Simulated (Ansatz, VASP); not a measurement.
One calculation of Si, two programs

```xyz
10
Lattice="3.8435 0.0000 0.0000 -1.9218 3.3286 0.0000 0.0000 0.0000 27.3374" Properties=species:S:1:pos:R:3 pbc="T T T"
Si    0.0000    0.0000    7.1580
Si    1.9218    1.1095    7.7711
Si    1.9218    1.1095   10.1476
Si    0.0000    2.2191   10.9182
Si    0.0000    2.2191   13.2781
Si    0.0000    0.0000   14.0594
Si    0.0000    0.0000   16.4192
Si    1.9218    1.1095   17.1898
Si    1.9218    1.1095   19.5663
Si    0.0000    2.2191   20.1794
```

Alike in both runs: functional r2SCAN; dispersion rVV10; k mesh 12 × 12 × 1; occupations gaussian, width 0.03 eV; no spin polarisation.

Ansatz relaxed the structure, and its values are those at the end. VASP's run is a single point on that final structure, the one shown.

|  | VASP | Ansatz |
| --- | --- | --- |
| version | VASP 6.6.1 | Ansatz 0.2.0 |
| potentials or method | VASP PAW PBE potentials, release 64 (Si) | scalar-relativistic, plane waves, PAW |
| plane-wave cutoff (eV) | 520 | 500 |
| valence electrons in the cell | 40 | 40 |

```tsv
	VASP	Ansatz	Ansatz less VASP
gap on the k mesh at the Fermi level (eV)	none	none	-
rms of the force components (eV/Å)	0.004	0.000	-0.0033
```

A gap of «none» marks a metal or a gap that the smearing closes. Ansatz warned: «structure_snapped_to_symmetry».

Caveats: the PAW data sets were made with another functional, which shifts forces and pressure a little (VASP).
